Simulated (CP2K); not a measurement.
# CdS (Hawleyite) (F-43m) in CP2K: notebook

Aim: see how the results for CdS (Hawleyite) move with the level of theory and the settings. Levels: PBE, LDA. Tasks: band structure.

Program: CP2K 2026.2. These are calculated values, not measurements. Logs are shortened: lines on timing, memory, paths and dates and some standing lists are left out, and cuts for length are marked.

## Step 1: The crystal as given

It takes space group F-43m (No. 216, cubic). The conventional cell has a = 5.833 Å, b = 5.833 Å, c = 5.833 Å, α = 90.00°, β = 90.00°, γ = 90.00°. Around Cd (site symmetry -43m) lie 4 S at 2.53 Å. S (site symmetry -43m) has 4 Cd at 2.53 Å as nearest neighbours.

## Step 2: Band structure, PBE

cds_bands.inp reads:

```
&GLOBAL
  PROJECT cds_bands
  RUN_TYPE ENERGY_FORCE
  PRINT_LEVEL LOW
&END GLOBAL
&FORCE_EVAL
  METHOD QS
  STRESS_TENSOR ANALYTICAL
  &DFT
    BASIS_SET_FILE_NAME BASIS_MOLOPT
    POTENTIAL_FILE_NAME GTH_POTENTIALS
    &MGRID
      CUTOFF 450
      REL_CUTOFF 60
      NGRIDS 4
    &END MGRID
    &QS
      METHOD GPW
      EPS_DEFAULT 1.0E-9
    &END QS
    &KPOINTS
      SCHEME MONKHORST-PACK 8 8 8
      GAMMA_CENTERED T
      SYMMETRY T
      SYMMETRY_BACKEND SPGLIB
    &END KPOINTS
    &SCF
      SCF_GUESS ATOMIC
      EPS_SCF 1.0E-6
      MAX_SCF 100
      ADDED_MOS 10
      CHOLESKY OFF
      EPS_EIGVAL 1.0E-7
      &DIAGONALIZATION ON
        ALGORITHM STANDARD
      &END DIAGONALIZATION
      &MIXING ON
        METHOD BROYDEN_MIXING
        ALPHA 0.4
        BETA 1.5
        NBUFFER 8
      &END MIXING
      &SMEAR ON
        METHOD FERMI_DIRAC
        ELECTRONIC_TEMPERATURE 580.23
      &END SMEAR
    &END SCF
    &XC
      &XC_FUNCTIONAL
        &GGA_X_PBE
        &END GGA_X_PBE
        &GGA_C_PBE
        &END GGA_C_PBE
      &END XC_FUNCTIONAL
    &END XC
    &PRINT
      &KPOINTS ON
      &END KPOINTS
      &MULLIKEN ON
      &END MULLIKEN
      &MO ON
        ENERGIES T
        OCCUPATION_NUMBERS T
        &EACH
          QS_SCF 0
        &END EACH
        ADD_LAST NUMERIC
      &END MO
      &LOWDIN ON
      &END LOWDIN
      &HIRSHFELD ON
        SHAPE_FUNCTION DENSITY
      &END HIRSHFELD
      &BAND_STRUCTURE
        FILE_NAME bands.bs
        ADDED_MOS 4
        &KPOINT_SET
          UNITS B_VECTOR
          NPOINTS 10
          SPECIAL_POINT GAMMA 0.00000000 0.00000000 0.00000000
          SPECIAL_POINT X 0.50000000 0.00000000 0.50000000
          SPECIAL_POINT W 0.50000000 0.25000000 0.75000000
          SPECIAL_POINT K 0.37500000 0.37500000 0.75000000
          SPECIAL_POINT GAMMA 0.00000000 0.00000000 0.00000000
          SPECIAL_POINT L 0.50000000 0.50000000 0.50000000
          SPECIAL_POINT U 0.62500000 0.25000000 0.62500000
          SPECIAL_POINT W 0.50000000 0.25000000 0.75000000
          SPECIAL_POINT L 0.50000000 0.50000000 0.50000000
          SPECIAL_POINT K 0.37500000 0.37500000 0.75000000
        &END KPOINT_SET
        &KPOINT_SET
          UNITS B_VECTOR
          NPOINTS 10
          SPECIAL_POINT U 0.62500000 0.25000000 0.62500000
          SPECIAL_POINT X 0.50000000 0.00000000 0.50000000
        &END KPOINT_SET
      &END BAND_STRUCTURE
    &END PRINT
  &END DFT
  &SUBSYS
    &CELL
      ABC 4.1245538547 4.1245538546 4.1245538546
      ALPHA_BETA_GAMMA 60.0000000008 60.0000000004 60.0000000003
      PERIODIC XYZ
    &END CELL
    &COORD
      SCALED
      Cd  0.0000000000 0.0000000000 0.0000000000
      S   0.7500000000 0.7500000000 0.7500000000
    &END COORD
    &KIND Cd
      BASIS_SET DZVP-MOLOPT-SR-GTH-q12
      POTENTIAL GTH-PBE-q12
    &END KIND
    &KIND S
      BASIS_SET DZVP-MOLOPT-SR-GTH-q6
      POTENTIAL GTH-PBE-q6
    &END KIND
    &PRINT
      &ATOMIC_COORDINATES ON
      &END ATOMIC_COORDINATES
      &CELL ON
      &END CELL
    &END PRINT
  &END SUBSYS
  &PRINT
    &FORCES ON
    &END FORCES
    &STRESS_TENSOR ON
    &END STRESS_TENSOR
  &END PRINT
&END FORCE_EVAL
```

Potentials or basis: GTH_POTENTIALS Cd GTH-PBE-q12, S GTH-PBE-q6; DZVP-MOLOPT-SR-GTH basis.

The run is started by

```
OMP_NUM_THREADS=1 cp2k.psmp -i cds_bands.inp -o cds_bands.out
```

cds_bands.out:

```text

 CP2K| version string:                                       CP2K version 2026.2
 CP2K| Input file name                                             cds_bands.inp

 GLOBAL| Force Environment number                                              1
 GLOBAL| Basis set file name                                        BASIS_MOLOPT
 GLOBAL| Potential file name                                      GTH_POTENTIALS
 GLOBAL| MM Potential file name                                     MM_POTENTIAL
 GLOBAL| Coordinate file name                                      __STD_INPUT__
 GLOBAL| Method name                                                        CP2K
 GLOBAL| Project name                                                  cds_bands
 GLOBAL| Run type                                                   ENERGY_FORCE
 GLOBAL| FFT library                                                       FFTW3
 GLOBAL| Diagonalization library                                       ScaLAPACK
 GLOBAL| Cholesky decomposition library                                ScaLAPACK
 GLOBAL| DGEMM library                                                      BLAS
 GLOBAL| Direct generalized diagonalization requested                          F
 GLOBAL| Matrix multiplication library                                 ScaLAPACK
 GLOBAL| Global print level                                                  LOW
 GLOBAL| Total number of message passing processes                             1
 GLOBAL| Number of threads for this process                                    1
 GLOBAL| CPU model name                                                  UNKNOWN

 CELL| Volume [angstrom^3]:                                            49.615336
 CELL| Vector a [angstrom]:       4.125     0.000     0.000   |a| =     4.124554
 CELL| Vector b [angstrom]:       2.062     3.572     0.000   |b| =     4.124554
 CELL| Vector c [angstrom]:       2.062     1.191     3.368   |c| =     4.124554
 CELL| Angle (b,c), alpha [degree]:                                    60.000000
 CELL| Angle (a,c), beta  [degree]:                                    60.000000
 CELL| Angle (a,b), gamma [degree]:                                    60.000000
 CELL| Numerically orthorhombic:                                              NO
 CELL| Periodicity                                                           XYZ

 CELL_REF| Volume [angstrom^3]:                                        49.615336
 CELL_REF| Vector a [angstrom     4.125     0.000     0.000   |a| =     4.124554
 CELL_REF| Vector b [angstrom     2.062     3.572     0.000   |b| =     4.124554
 CELL_REF| Vector c [angstrom     2.062     1.191     3.368   |c| =     4.124554
 CELL_REF| Angle (b,c), alpha [degree]:                                60.000000
 CELL_REF| Angle (a,c), beta  [degree]:                                60.000000
 CELL_REF| Angle (a,b), gamma [degree]:                                60.000000
 CELL_REF| Numerically orthorhombic:                                          NO
 CELL_REF| Periodicity                                                       XYZ

[... 8 lines left out ...]
 TOTAL NUMBERS AND MAXIMUM NUMBERS

  Total number of            - Atomic kinds:                                   2
                             - Atoms:                                          2
                             - Shell sets:                                     2
                             - Shells:                                        12
                             - Primitive Cartesian functions:                  9
                             - Cartesian basis functions:                     44
                             - Spherical basis functions:                     38

  Maximum angular momentum of- Orbital basis functions:                        3
                             - Local part of the GTH pseudopotential:          0
                             - Non-local part of the GTH pseudopotential:      4

 MODULE QUICKSTEP: ATOMIC COORDINATES IN ANGSTROM

   Atom Kind Element         X             Y             Z       Z(eff)     Mass
      1    1 Cd   48      0.000000      0.000000      0.000000  12.0000 112.4110
      2    2 S    16      6.186831      3.571968      2.525763   6.0000  32.0650

 SCF PARAMETERS         Density guess:                                    ATOMIC
                        --------------------------------------------------------
                        max_scf:                                             100
[... 7 lines left out ...]
                        --------------------------------------------------------
                        level_shift [a.u.]:                             0.000000
                        added MOs                                        10    0
                        --------------------------------------------------------
[... 64 lines left out ...]

  Step     Update method      Time    Convergence         Total energy    Change
  ------------------------------------------------------------------------------
     1 NoMix/Diag. 0.40E+00    1.2     1.73270143       -56.3820581164 -5.64E+01
     2 Broy./Diag. 0.40E+00    1.1     0.05141746       -56.1660064956  2.16E-01
     3 Broy./Diag. 0.40E+00    1.1     0.10725755       -56.2580855785 -9.21E-02
     4 Broy./Diag. 0.40E+00    1.1     0.01124685       -56.3555348114 -9.74E-02
     5 Broy./Diag. 0.40E+00    1.1     0.00199564       -56.3354868166  2.00E-02
     6 Broy./Diag. 0.40E+00    1.1     0.00050795       -56.3193250432  1.62E-02
     7 Broy./Diag. 0.40E+00    1.1     0.00034246       -56.3168430181  2.48E-03
     8 Broy./Diag. 0.40E+00    1.1     0.00059797       -56.3214640714 -4.62E-03
     9 Broy./Diag. 0.40E+00    1.1     0.00010096       -56.3233828879 -1.92E-03
    10 Broy./Diag. 0.40E+00    1.1     0.00002899       -56.3231704399  2.12E-04
    11 Broy./Diag. 0.40E+00    1.1     0.00001204       -56.3230962501  7.42E-05
    12 Broy./Diag. 0.40E+00    1.1     0.00000191       -56.3231035612 -7.31E-06
    13 Broy./Diag. 0.40E+00    1.1     0.00000330       -56.3230896587  1.39E-05
    14 Broy./Diag. 0.40E+00    1.1     0.00000074       -56.3230818210  7.84E-06

  *** SCF run converged in    14 steps ***

  Electronic density on regular grids:        -17.9999999815        0.0000000185
  Core density on regular grids:               17.9999999796       -0.0000000204
  Total charge density on r-space grids:       -0.0000000020
  Total charge density g-space grids:          -0.0000000020

  Overlap energy of the core charge distribution:               0.00000000032016
  Self energy of the core charge distribution:                -98.03709906323351
  Core Hamiltonian energy:                                     29.59626178113123
  Hartree energy:                                              21.03261622083077
  Exchange-correlation energy:                                 -8.91486075448290
  Electronic entropic energy:                                  -0.00000000552217
  Fermi energy:                                                 0.14393834246822

  Total energy:                                               -56.32308182095623
  Total energy (extrapolated to T->0):                        -56.32308181819514

 MO| EIGENVALUES AND OCCUPATION NUMBERS FOR K POINT 1
 MO|
 MO|  Index      Eigenvalue [a.u.]        Eigenvalue [eV]             Occupation
 MO|      1              -0.317933              -8.651396               2.000000
 MO|      2              -0.159767              -4.347483               2.000000
 MO|      3              -0.159767              -4.347482               2.000000
 MO|      4              -0.145022              -3.946241               2.000000
 MO|      5              -0.145022              -3.946240               2.000000
 MO|      6              -0.141459              -3.849293               2.000000
[... 343 lines left out ...]
 MO|     18               0.773511              21.048317               0.000000
 MO|     19               0.834198              22.699675               0.000000
 MO| Sum:                                                              18.000000
 MO| E(Fermi):            0.143938 a.u.          3.916761 eV

 [... the levels of further k-points ...]

 !-----------------------------------------------------------------------------!
                     Mulliken Population Analysis

 #  Atom  Element  Kind  Atomic population                           Net charge
       1     Cd       1         11.625454                              0.374546
       2     S        2          6.374546                             -0.374546
 # Total charge                             18.000000                 -0.000000

 !-----------------------------------------------------------------------------!

 !-----------------------------------------------------------------------------!
                           Hirshfeld Charges

  #Atom  Element  Kind  Ref Charge     Population                    Net charge
      1       Cd     1      12.000         11.721                         0.279
      2       S      2       6.000          6.279                        -0.279

  Total Charge                                                           -0.000
 !-----------------------------------------------------------------------------!

 LOWDIN POPULATION ANALYSIS

 #  Atom  Element  Kind  Atomic population                           Net charge
       1     Cd       1         13.236418                             -1.236418
       2     S        2          4.763582                              1.236418
 # Total charge                             18.000000                 -0.000000

 KPOINTS| Band Structure Calculation
 KPOINTS| Number of k-point sets                                               2
 KPOINTS| Number of added MOs/bands                                            4
 KPOINTS| Number of k-points in set    1                                      91
 KPOINTS| In units of b-vector [2pi/Bohr]
 KPOINTS| Special point     1       GAMMA     0.000000     0.000000     0.000000
 KPOINTS| Special point     2           X     0.500000     0.000000     0.500000
 KPOINTS| Special point     3           W     0.500000     0.250000     0.750000
 KPOINTS| Special point     4           K     0.375000     0.375000     0.750000
 KPOINTS| Special point     5       GAMMA     0.000000     0.000000     0.000000
 KPOINTS| Special point     6           L     0.500000     0.500000     0.500000
 KPOINTS| Special point     7           U     0.625000     0.250000     0.625000
 KPOINTS| Special point     8           W     0.500000     0.250000     0.750000
 KPOINTS| Special point     9           L     0.500000     0.500000     0.500000
 KPOINTS| Special point    10           K     0.375000     0.375000     0.750000
 KPOINTS| Number of k-points in set    2                                      11
 KPOINTS| In units of b-vector [2pi/Bohr]
 KPOINTS| Special point     1           U     0.625000     0.250000     0.625000
 KPOINTS| Special point     2           X     0.500000     0.000000     0.500000

 ENERGY| Total FORCE_EVAL ( QS ) energy [hartree]            -56.323079589920049

 FORCES| Atomic forces [hartree/bohr]
 FORCES|   Atom     x               y               z               |f|
 FORCES|      1 -2.54478308E-09  2.00214005E-09 -9.54588167E-09   1.00800964E-08
 FORCES|      2  3.09180831E-09 -1.68639975E-09  9.76905330E-09   1.03844896E-08
 FORCES| Sum     5.47025234E-10  3.15740303E-10  2.23171637E-10
 FORCES| Total atomic force                                       6.69876202E-10

 STRESS| Analytical stress tensor [bar]
 STRESS|                        x                   y                   z
 STRESS|      x        4.09708437439E+04   6.89974882572E-02   5.60408845870E-02
 STRESS|      y        6.89974882572E-02   4.09707662727E+04   2.03924840270E-02
 STRESS|      z        5.60408845870E-02   2.03924840270E-02   4.09707877593E+04
 STRESS| 1/3 Trace                                             4.09707992586E+04
 STRESS| Determinant                                           6.87738455161E+13

 STRESS| Eigenvectors and eigenvalues of the analytical stress tensor [bar]
 STRESS|                        1                   2                   3
 STRESS| Eigenvalues   4.09707232212E+04   4.09707625750E+04   4.09709119797E+04
 STRESS|      x          -0.563960346675     -0.234284582403      0.791870861837
 STRESS|      y           0.790144301591     -0.431825331465      0.434969959617
 STRESS|      z           0.240043142044      0.870998058295      0.428650991372
```

Wall time 19 s (1 thread of Arm Neoverse V2, shared host); peak memory 0.27 GiB.

Results:

* Free energy: -1532.6289 eV
* Pressure: 4.1 GPa
* Band gap on the k mesh: 1.12 eV, direct
* Band gap along the path: 1.12 eV, direct
* Mulliken charges: Cd +0.37; S -0.37 e
* Hirshfeld charges: Cd +0.28; S -0.28 e

Levels at the corners of the path, in eV from the valence-band top:
```csv
point,band 5,band 6,band 7,band 8,band 9,band 10,band 11,band 12,band 13,band 14
Γ,-7.29,-7.29,0.00,0.00,0.00,1.12,6.62,6.62,6.62,11.96
X,-7.20,-6.85,-3.99,-1.92,-1.92,3.56,4.48,9.34,11.03,11.03
W,-7.28,-6.66,-3.94,-2.31,-2.23,5.51,5.66,7.40,8.26,11.34
K,-7.25,-6.71,-3.97,-2.58,-1.56,4.29,5.63,8.74,9.46,9.80
Γ,-7.29,-7.29,0.00,0.00,0.00,1.12,6.62,6.62,6.62,11.96
L,-7.25,-6.91,-4.45,-0.77,-0.77,3.08,7.10,7.10,7.53,12.65
U,-7.25,-6.71,-3.97,-2.58,-1.56,4.29,5.63,8.74,9.46,9.80
W,-7.28,-6.66,-3.94,-2.31,-2.23,5.51,5.66,7.40,8.26,11.34
L,-7.25,-6.91,-4.45,-0.77,-0.77,3.08,7.10,7.10,7.53,12.65
K,-7.25,-6.71,-3.97,-2.58,-1.56,4.29,5.63,8.74,9.46,9.80
U,-7.25,-6.71,-3.97,-2.58,-1.56,4.29,5.63,8.74,9.46,9.80
X,-7.20,-6.85,-3.99,-1.92,-1.92,3.56,4.48,9.34,11.03,11.03
```

Caveat: Mulliken charges move with the basis; the basis of atomic orbitals isn't converged, which shifts pressures, moduli and gaps.

## Step 3: Band structure, PBE, spin-orbit coupling, no magnetisation

Changes to cds_bands.inp since step 2:

```diff
@@ -10,3 +10,3 @@
     BASIS_SET_FILE_NAME BASIS_MOLOPT
-    POTENTIAL_FILE_NAME GTH_POTENTIALS
+    POTENTIAL_FILE_NAME GTH_SOC_POTENTIALS
     &MGRID
@@ -23,4 +23,2 @@
       GAMMA_CENTERED T
-      SYMMETRY T
-      SYMMETRY_BACKEND SPGLIB
     &END KPOINTS
@@ -73,28 +71,23 @@
       &END HIRSHFELD
-      &BAND_STRUCTURE
-        FILE_NAME bands.bs
-        ADDED_MOS 4
-        &KPOINT_SET
-          UNITS B_VECTOR
-          NPOINTS 10
-          SPECIAL_POINT GAMMA 0.00000000 0.00000000 0.00000000
-          SPECIAL_POINT X 0.50000000 0.00000000 0.50000000
-          SPECIAL_POINT W 0.50000000 0.25000000 0.75000000
-          SPECIAL_POINT K 0.37500000 0.37500000 0.75000000
-          SPECIAL_POINT GAMMA 0.00000000 0.00000000 0.00000000
-          SPECIAL_POINT L 0.50000000 0.50000000 0.50000000
-          SPECIAL_POINT U 0.62500000 0.25000000 0.62500000
-          SPECIAL_POINT W 0.50000000 0.25000000 0.75000000
-          SPECIAL_POINT L 0.50000000 0.50000000 0.50000000
-          SPECIAL_POINT K 0.37500000 0.37500000 0.75000000
-        &END KPOINT_SET
-        &KPOINT_SET
-          UNITS B_VECTOR
-          NPOINTS 10
-          SPECIAL_POINT U 0.62500000 0.25000000 0.62500000
-          SPECIAL_POINT X 0.50000000 0.00000000 0.50000000
-        &END KPOINT_SET
-      &END BAND_STRUCTURE
     &END PRINT
   &END DFT
+  &PROPERTIES
+    &BANDSTRUCTURE ON
+      &BANDSTRUCTURE_PATH
+        NPOINTS 10
+        SPECIAL_POINT GAMMA 0.00000000 0.00000000 0.00000000
+        SPECIAL_POINT X 0.50000000 0.00000000 0.50000000
+        SPECIAL_POINT W 0.50000000 0.25000000 0.75000000
+        SPECIAL_POINT K 0.37500000 0.37500000 0.75000000
+        SPECIAL_POINT GAMMA 0.00000000 0.00000000 0.00000000
+        SPECIAL_POINT L 0.50000000 0.50000000 0.50000000
+        SPECIAL_POINT U 0.62500000 0.25000000 0.62500000
+        SPECIAL_POINT W 0.50000000 0.25000000 0.75000000
+        SPECIAL_POINT L 0.50000000 0.50000000 0.50000000
+        SPECIAL_POINT K 0.37500000 0.37500000 0.75000000
+      &END BANDSTRUCTURE_PATH
+      &SOC ON
+      &END SOC
+    &END BANDSTRUCTURE
+  &END PROPERTIES
   &SUBSYS
```

Potentials or basis: GTH_SOC_POTENTIALS Cd GTH-PBE-q12, S GTH-PBE-q6; DZVP-MOLOPT-SR-GTH basis.

The run is started by

```
OMP_NUM_THREADS=1 cp2k.psmp -i cds_bands.inp -o cds_bands.out
```

It took 30 s on 1 thread of Arm Neoverse V2, shared host; peak memory 0.39 GiB.

The run converged. Its results:

- Free energy: -1532.6289 eV
- Pressure: 4.1 GPa
- Band gap along the path: 1.10 eV, direct
- Mulliken charges: Cd +0.37; S -0.37 e
- Hirshfeld charges: Cd +0.28; S -0.28 e

Caveat: Mulliken charges move with the basis; the basis of atomic orbitals isn't converged, which shifts pressures, moduli and gaps.

[end of part 1 of 2]
